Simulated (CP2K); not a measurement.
Crystal: ZnS (Wurtzite-2H).

```xyz
4
Lattice="3.8110 0.0000 0.0000 -1.9055 3.3004 0.0000 0.0000 0.0000 6.2340" Properties=species:S:1:pos:R:3 pbc="T T T"
Zn    1.9055    1.1001    3.1170
Zn    0.0000    2.2003    0.0000
S     1.9055    1.1001    5.5171
S     0.0000    2.2003    2.4001
```

Program: CP2K 2026.2. Alike in all runs: task band structure; no spin polarisation; cell as given; k mesh 8 × 8 × 5.

Task: Order these runs on this cell by their pressure, lowest first.
A. level PBE; potentials or basis POTENTIAL_UZH Zn GTH-PBE-q12, S GTH-PBE-q6; TZVP-MOLOPT-PBE-GTH basis; smearing fermi-dirac 0.05 eV; NGRIDS 4; points a segment of the path (NPOINTS) 8; bands added on the path 6
B. level PBEsol; potentials or basis POTENTIAL_UZH Zn GTH-PBE-q12, S GTH-PBE-q6; TZVP-MOLOPT-PBE-GTH basis; smearing fermi-dirac 0.1 eV; NGRIDS 4; points a segment of the path (NPOINTS) 10; bands added on the path 6
C. level LDA; potentials or basis GTH_POTENTIALS Zn GTH-PADE-q12, S GTH-PADE-q6; TZVP-MOLOPT-PBE-GTH basis; smearing fermi-dirac 0.05 eV; NGRIDS 5; points a segment of the path (NPOINTS) 8; bands added on the path 4

Result: C (-3.7 GPa), B (-0.6 GPa), A (2.8 GPa).

Caveats: the basis of atomic orbitals isn't converged, which shifts pressures, moduli and gaps; the potentials were made for another functional, which shifts forces and pressure (some runs).

Not every run made on this cell is shown here.
